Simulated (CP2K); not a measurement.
Set up this calculation in CP2K 2026.2, as the native input.

| Property | Result |
| --- | --- |
| Task | single point |
| Functional | PBE |
| Potentials or basis | GTH_POTENTIALS W GTH-PBE-q14, S GTH-PBE-q6; DZVP-MOLOPT-SR-GTH basis |
| Density cutoff | 6123 eV |
| k mesh | 7 × 7 × 2 |
| Occupations | fermi-dirac, width 0.1 eV |
| Spin | no spin polarisation |
| SCF solver | diagonalisation with k points |
| Quickstep method | GPW |
| EPS_DEFAULT | 1.0E-10 |
| EPS_SCF | 1.0E-6 |
| MAX_SCF | 100 |
| SCF_GUESS | ATOMIC |
| k points reduced by the point group | yes |
| Mesh centred on Gamma | yes |
| CHOLESKY | OFF |
| EPS_EIGVAL | 1.0E-7 |
| MIXING METHOD | BROYDEN_MIXING |
| MIXING ALPHA | 0.4 |
| NBUFFER | 8 |
| NGRIDS | 4 |
| Basis sets | W DZVP-MOLOPT-SR-GTH-q14, S DZVP-MOLOPT-SR-GTH-q6 |
| Potentials | W GTH-PBE-q14 of GTH_POTENTIALS, S GTH-PBE-q6 of GTH_POTENTIALS |
| ADDED_MOS | [15] |
| REL_CUTOFF (Ry) | 60 Ry |
| MIXING BETA (1/bohr) | 1.5 1/bohr |
| CUTOFF of the grids | 450 Ry |

WS2, a slab with vacuum:

```
CELL_PARAMETERS angstrom
3.18352 0.00000 0.00000
-1.59176 2.75701 0.00000
0.00000 0.00000 16.95058
ATOMIC_POSITIONS crystal
W 0.00000 0.00000 0.00000
S 0.33333 0.66667 0.09200
S 0.33333 0.66667 0.90800
```

One way to write it, as run:

ws2_scf.inp

```
&GLOBAL
  PROJECT ws2_scf
  RUN_TYPE ENERGY_FORCE
  PRINT_LEVEL LOW
&END GLOBAL
&FORCE_EVAL
  METHOD QS
  STRESS_TENSOR ANALYTICAL
  &DFT
    BASIS_SET_FILE_NAME BASIS_MOLOPT
    POTENTIAL_FILE_NAME GTH_POTENTIALS
    &MGRID
      CUTOFF 450
      REL_CUTOFF 60
      NGRIDS 4
    &END MGRID
    &QS
      METHOD GPW
      EPS_DEFAULT 1.0E-10
    &END QS
    &KPOINTS
      SCHEME MONKHORST-PACK 7 7 2
      GAMMA_CENTERED T
      SYMMETRY T
      SYMMETRY_BACKEND SPGLIB
    &END KPOINTS
    &SCF
      SCF_GUESS ATOMIC
      EPS_SCF 1.0E-6
      MAX_SCF 100
      ADDED_MOS 15
      CHOLESKY OFF
      EPS_EIGVAL 1.0E-7
      &DIAGONALIZATION ON
        ALGORITHM STANDARD
      &END DIAGONALIZATION
      &MIXING ON
        METHOD BROYDEN_MIXING
        ALPHA 0.4
        BETA 1.5
        NBUFFER 8
      &END MIXING
      &SMEAR ON
        METHOD FERMI_DIRAC
        ELECTRONIC_TEMPERATURE [K] 1160.452
      &END SMEAR
    &END SCF
    &XC
      &XC_FUNCTIONAL PBE
      &END XC_FUNCTIONAL
    &END XC
    &PRINT
      &KPOINTS ON
      &END KPOINTS
      &MULLIKEN ON
      &END MULLIKEN
      &MO ON
        ENERGIES T
        OCCUPATION_NUMBERS T
        &EACH
          QS_SCF 0
        &END EACH
        ADD_LAST NUMERIC
      &END MO
      &LOWDIN ON
      &END LOWDIN
      &HIRSHFELD ON
        SHAPE_FUNCTION DENSITY
      &END HIRSHFELD
      &E_DENSITY_CUBE ON
        STRIDE 1
      &END E_DENSITY_CUBE
      &V_HARTREE_CUBE ON
        STRIDE 1
      &END V_HARTREE_CUBE
      &ELF_CUBE ON
        STRIDE 1
      &END ELF_CUBE
    &END PRINT
  &END DFT
  &SUBSYS
    &CELL
      A 3.1835163552 0.0000000000 0.0000000000
      B -1.5917581776 2.7570060369 0.0000000000
      C 0.0000000000 0.0000000000 16.9505778900
      PERIODIC XYZ
    &END CELL
    &COORD
      SCALED
      W   0.0000000000 0.0000000000 0.0000000000
      S   0.3333333333 0.6666666667 0.0920005100
      S   0.3333333333 0.6666666667 0.9079994900
    &END COORD
    &KIND W
      BASIS_SET DZVP-MOLOPT-SR-GTH-q14
      POTENTIAL GTH-PBE-q14
    &END KIND
    &KIND S
      BASIS_SET DZVP-MOLOPT-SR-GTH-q6
      POTENTIAL GTH-PBE-q6
    &END KIND
    &PRINT
      &ATOMIC_COORDINATES ON
      &END ATOMIC_COORDINATES
      &CELL ON
      &END CELL
    &END PRINT
  &END SUBSYS
  &PRINT
    &FORCES ON
    &END FORCES
    &STRESS_TENSOR ON
    &END STRESS_TENSOR
  &END PRINT
&END FORCE_EVAL
```

Potentials or basis: GTH_POTENTIALS W GTH-PBE-q14, S GTH-PBE-q6; DZVP-MOLOPT-SR-GTH basis.

The run is started by

```console
$ OMP_NUM_THREADS=4 cp2k.psmp -i ws2_scf.inp -o ws2_scf.out
```

Results of the run:

* Largest force: 0.194 eV/Å
* Band gap on the k mesh: 2.11 eV, indirect (least direct gap 2.50 eV)
* Mulliken charges: W -0.81; S +0.40 e
* Hirshfeld charges: W +0.14; S -0.07 e

Caveat: Mulliken charges move with the basis; spin-orbit coupling is left out, which moves the levels of the heavy elements; the basis of atomic orbitals isn't converged, which shifts pressures, moduli and gaps.

Run time: 15 s on 4 threads of Intel(R) Xeon(R) Platinum 8488C (Sapphire Rapids), with other jobs on the host, peak memory 0.51 GiB.
